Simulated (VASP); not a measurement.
A VASP 6.6.1 single-point calculation on BaZrO$_{3}$

INCAR

```
ISIF = 2
GGA = PE
LWAVE = .FALSE.
NSW = 0
PREC = Accurate
LCHARG = .FALSE.
EDIFF = 1E-7
ENCUT = 520
NELM = 120
LASPH = .TRUE.
NELECT = 40.02
NBANDS = 28
LREAL = .FALSE.
IBRION = -1
SIGMA = 0.02
ISMEAR = -1
```

KPOINTS

```
KPOINTS created by Atomic Simulation Environment
0
Gamma
6 6 6
0 0 0
```

POSCAR

```
Ba Zr O
 1.0000000000000000
     4.2053549141947002   -0.0000000000000000   -0.0000000000000000
    -0.0000000000000000    4.2053549141947002    0.0000000000000000
    -0.0000000000000000    0.0000000000000000    4.2053549141947002
 Ba  Zr  O
   1   1   3
Cartesian
 -0.0000000000000000  0.0000000000000000 -0.0000000000000000
  2.1026774570973505  2.1026774570973505  2.1026774570973505
  2.1026774570973505  2.1026774570973505  0.0000000000000000
  2.1026774570973505 -0.0000000000000000  2.1026774570973505
  0.0000000000000000  2.1026774570973505  2.1026774570973505
```

The recommended PBE PAW datasets give the neutral cell 40 valence electrons.

Command

```
mpirun -np 1 vasp_std
```

Q: Predict the outcome of this run.

A: It converged. Results: pressure 3.8 GPa.

OSZICAR

```
N       E                     dE             d eps       ncg     rms          rms(c)
DAV:   1     0.313263526485E+03    0.31326E+03   -0.21911E+04  1120   0.140E+03
DAV:   2    -0.282029301435E+02   -0.34147E+03   -0.33083E+03  1408   0.352E+02
DAV:   3    -0.485705945243E+02   -0.20368E+02   -0.20291E+02  1736   0.810E+01
DAV:   4    -0.491379055782E+02   -0.56731E+00   -0.56663E+00  1540   0.108E+01
DAV:   5    -0.491505888171E+02   -0.12683E-01   -0.12682E-01  1588   0.123E+00    0.284E+01
DAV:   6    -0.416696947807E+02    0.74809E+01   -0.38225E+01  1316   0.382E+01    0.125E+01
DAV:   7    -0.415832808873E+02    0.86414E-01   -0.27680E+00  1548   0.911E+00    0.764E+00
DAV:   8    -0.415724558251E+02    0.10825E-01   -0.35936E-01  1308   0.429E+00    0.721E-01
DAV:   9    -0.415678435643E+02    0.46123E-02   -0.65268E-02  1536   0.139E+00    0.524E-01
DAV:  10    -0.415695259866E+02   -0.16824E-02   -0.16912E-02  1544   0.105E+00    0.259E-01
DAV:  11    -0.415690918047E+02    0.43418E-03   -0.21530E-03  1400   0.372E-01    0.395E-02
DAV:  12    -0.415691544596E+02   -0.62655E-04   -0.19164E-04  1312   0.940E-02    0.433E-02
DAV:  13    -0.415691520984E+02    0.23612E-05   -0.31403E-05  1644   0.371E-02    0.577E-03
DAV:  14    -0.415691523991E+02   -0.30071E-06   -0.41680E-06  1324   0.150E-02    0.391E-03
DAV:  15    -0.415691524041E+02   -0.49827E-08   -0.30943E-07  1324   0.364E-03
   1 F= -.41569152E+02 E0= -.41568930E+02  d E =-.445480E-03
```

The cell is charged and sits in a uniform background.

For comparison, a separate PBE run of the intended cell, on usual settings and not on those above, gives a gap of 3.17 eV on its mesh and a pressure of 3.4 GPa.
